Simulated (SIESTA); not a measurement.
VO2:

```xyz
6
Lattice="4.5072 0.0000 0.0000 0.0000 4.5072 0.0000 0.0000 0.0000 3.0444" Properties=species:S:1:pos:R:3 pbc="T T T"
V     2.2536    2.2536    1.5222
V     0.0000    0.0000    0.0000
O     0.9031    3.6041    1.5222
O     3.6041    0.9031    1.5222
O     3.1567    3.1567    0.0000
O     1.3505    1.3505    0.0000
```

The cell is a database's computed one.

Base run:

* Program: SIESTA 5.4.2
* Functional: PBE
* Potentials or basis: PseudoDojo 0.4 standard (PBE files)
* Basis: SZ (energy shift 0.003 Ry)
* Grid cutoff: 800 Ry
* Energy shift: 0.003 Ry
* k mesh: 4 × 4 × 6
* Occupations: fermi-dirac, width 0.05 eV
* Spin: collinear spin, ferromagnetic start
* Starting moments: [2.0, 2.0, 0.0, 0.0, 0.0, 0.0] μB

Its results: band gap on the k mesh none (metal or under the smearing width); pressure -12.1 GPa; net moment 2.00 μB per cell; site moments V +1.25; O -0.13 μB; largest force 0.199 eV/Å.

Q: The run is repeated on the same cell with these changes: basis from SZ (energy shift 0.003 Ry) to TZDP (energy shift 0.003 Ry; two zetas on semicore shells). What comes out?

A: Band gap on the k mesh none (metal or under the smearing width); pressure -6.8 GPa; net moment 2.00 μB per cell; site moments V +1.18; O -0.09 μB; largest force 0.264 eV/Å.

Caveats: the basis of atomic orbitals isn't converged, which shifts pressures, moduli and gaps; semilocal functionals often make such compounds metallic where correlation or magnetic order opens a gap, which also shifts bond lengths; the basis has no polarisation orbitals (some runs).
